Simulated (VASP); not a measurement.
GaN:

```
Ga N
1.0
     0.00000    2.19768    2.30220
     2.19768    0.00000    2.30220
     2.19768    2.19768    0.00000
Ga N
1 1
Direct
  0.00000 0.00000 0.00000
  0.25000 0.25000 0.25000
```

The cell was built by a generator and needn't be a form met in nature.

The cell isn't the ideal one: epitaxial_xy strain -2.3%.

Base run:

- Program: VASP 6.6.1
- Functional: r2SCAN
- Potentials or basis: VASP PAW PBE potentials, release 64 (Ga_d, N)
- Cutoff: 520 eV
- k mesh: 10 × 10 × 10
- Occupations: gaussian, width 0.01 eV
- Spin: no spin polarisation

Its results: band gap on the k mesh 2.22 eV, direct; pressure 5.7 GPa.

The run is repeated on the same cell with these changes: functional from r2SCAN to PBE; occupations from gaussian, width 0.01 eV to fermi-dirac, width 0.02 eV. What comes out?

Band gap on the k mesh 1.82 eV, direct; pressure 10.8 GPa.

Caveats: the PAW data sets were made with another functional, which shifts forces and pressure a little (some runs).

